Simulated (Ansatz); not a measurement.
The reference is NaBr in the rock salt structure (space group Fm-3m, No. 225; a = 5.9476 Å).

All numbers come from r2SCAN/PAW in Ansatz (a first-principles code), scalar-relativistic without spin-orbit coupling.

Base values:

The electron mass comes out as 0.33 mₑ (at Γ) and the width of the top valence band is 0.85 eV. The band gap comes out as 4.98 eV and the pressure is 0.00 GPa.

Modification: an isotropic linear strain of +4.97 %; the atoms relax in the strained cell.

**Question.** Predict the new electron mass, width of the top valence band, band gap and pressure.

**Answer.** The electron mass becomes 0.35 mₑ (at Γ) (base: 0.33 mₑ (at Γ)); the width of the top valence band falls by 0.20 eV (0.85 eV → 0.65 eV); the band gap falls by 0.43 eV (4.98 eV → 4.55 eV); the pressure goes from zero to -2.31 GPa.

Masses are band curvatures over ±0.01 Å⁻¹ around the edge. Gaps are Kohn–Sham eigenvalue differences; semilocal functionals usually give less than the measured gap. Whether these cells are dynamically stable was not tested.
